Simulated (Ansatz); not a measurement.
Structure types of PbO were relaxed at one common pressure (all-electron LAPW in Ansatz 0.2.0 under PBE, scalar-relativistic, no spin polarisation, zero temperature). They take these volumes:

| type | space group | V (Å³/atom) |
| --- | --- | --- |
| CsCl | Pm-3m | 15.01 |
| zincblende | F-43m | 19.68 |
| WC | P-6m2 | 16.19 |
| NiAs | P6_3/mmc | 16.38 |

At about which pressure, and is the densest type also the lowest in enthalpy?

12 GPa. The densest is CsCl, and it is 112 meV/atom above NiAs: its gain in pV doesn't pay for its higher energy here.
